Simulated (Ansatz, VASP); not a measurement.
One calculation of Pb, two programs

```
CELL_PARAMETERS angstrom
3.48000 0.00000 0.00000
-1.74000 3.01377 0.00000
0.00000 0.00000 5.59000
ATOMIC_POSITIONS crystal
Pb 0.66667 0.33333 0.75000
Pb 0.33333 0.66667 0.25000
```

This isn't the form of Pb at room conditions, which is fcc.

Alike in both runs: task relaxation of cell and atoms; functional PBE; k mesh 7 × 7 × 4; occupations fermi-dirac, width 0.05 eV; spin-orbit coupling, no magnetisation.

```csv
,VASP,Ansatz
version,VASP 6.6.1,Ansatz 0.2.0
potentials or method,"VASP PAW PBE potentials, release 64 (Pb_d)",Ansatz PAW
plane-wave cutoff (eV),600,420
valence electrons in the cell,28,28
```

```csv
,VASP,Ansatz,Ansatz less VASP
"gap on the k mesh at the Fermi level, each at its own relaxed structure (eV)",none,none,-
relaxed volume (Å³/atom),32.23,32.25,+0.025
relaxed cell length with the largest relative difference (Å),5.655,5.638,-0.0177
energy change over the relaxation (meV/atom),-34,-35,-1.0
```

A gap of «none» marks a metal or a gap that the smearing closes.

Caveats: the plane-wave basis is chosen anew once the cell has moved, so the energies of steps on either side of that aren't comparable (Ansatz). PBE usually gives volumes a little too large and moduli too small. Zero-point motion and thermal expansion aren't in these numbers.
